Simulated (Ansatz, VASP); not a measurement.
**Two plane-wave programs on Si**

```xyz
2
Lattice="0.0000 2.7219 2.7219 2.7219 0.0000 2.7219 2.7219 2.7219 0.0000" Properties=species:S:1:pos:R:3 pbc="T T T"
Si    2.7219    2.7219    2.7219
Si    4.0828    4.0828    4.0828
```

Alike in both runs: task single point; functional HSE(alpha, omega); k mesh 4 × 4 × 4; occupations fermi-dirac, width 0.05 eV; no spin polarisation.

|  | VASP | Ansatz |
| --- | --- | --- |
| version | VASP 6.6.1 | Ansatz 0.2.0 |
| potentials or method | VASP PAW PBE potentials, release 64 (Si) | Ansatz PAW |
| plane-wave cutoff (eV) | 520 | 420 |
| valence electrons in the cell | 8 | 8 |

|  | VASP | Ansatz | Ansatz less VASP |
| --- | --- | --- | --- |
| gap on the k mesh at the Fermi level (eV) | 1.36 | 1.34 | -0.014 |
| least direct gap on the mesh (eV) | 3.37 | 3.35 | -0.012 |
| pressure (GPa) | 0.0 | 0.4 | +0.34 |

With one functional, cell and mesh, what is left measures potentials, basis and numerics.

Caveats: the k mesh is coarse (spacing up to 0.50 Å⁻¹), so the values aren't converged, least of all with exact exchange; the PAW data sets were made with another functional, which shifts forces and pressure a little (VASP); the PAW data sets come from PBE, with cores solved anew for the run's functional, which leaves a small shift of forces and pressure (Ansatz); the thresholds are loose for stress (Ansatz). A k mesh can miss the band edges.
